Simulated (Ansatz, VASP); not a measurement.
## BN in VASP and in Ansatz

```
B N
1.0
     2.53694    0.00000    0.00000
    -1.26847    2.19706    0.00000
     0.00000    0.00000    6.74886
B N
2 2
Direct
  0.33333 0.66667 0.25000
  0.66667 0.33333 0.75000
  0.33333 0.66667 0.75000
  0.66667 0.33333 0.25000
```

Change from the starting cell: volume scaled by 1.04, PAW files.

Alike in both runs: task electric field gradients; functional PBEsol; k mesh 11 × 11 × 4; occupations fermi-dirac, width 0.02 eV; no spin polarisation.

|  | VASP | Ansatz |
| --- | --- | --- |
| version | VASP 6.6.1 | Ansatz 0.2.0 |
| potentials or method | VASP PAW PBE potentials, release 64 (B, N) | PAW with Ansatz's default frozen-core files, scalar-relativistic |
| plane-wave cutoff (eV) | 520 | 420 |
| valence electrons in the cell | 16 | 16 |

|  | VASP | Ansatz | Ansatz less VASP |
| --- | --- | --- | --- |
| gap on the k mesh at the Fermi level (eV) | 4.18 | 4.19 | +0.009 |
| pressure (GPa) | -8.2 | -8.5 | -0.27 |
| largest component of the traceless stress (GPa) | 8.56 | 8.97 | +0.408 |
| Vzz of the field gradient on the site that differs most (V/Å²) | 33.7 | 27.2 | -6.54 |

Caveats: the PAW data sets were made with another functional, which shifts forces and pressure a little (VASP); an odd mesh through Γ misses points on the zone boundary, where band edges often lie; this functional lacks dispersion, which binds the layers, so the pressure and a relaxed spacing across them are unreliable.
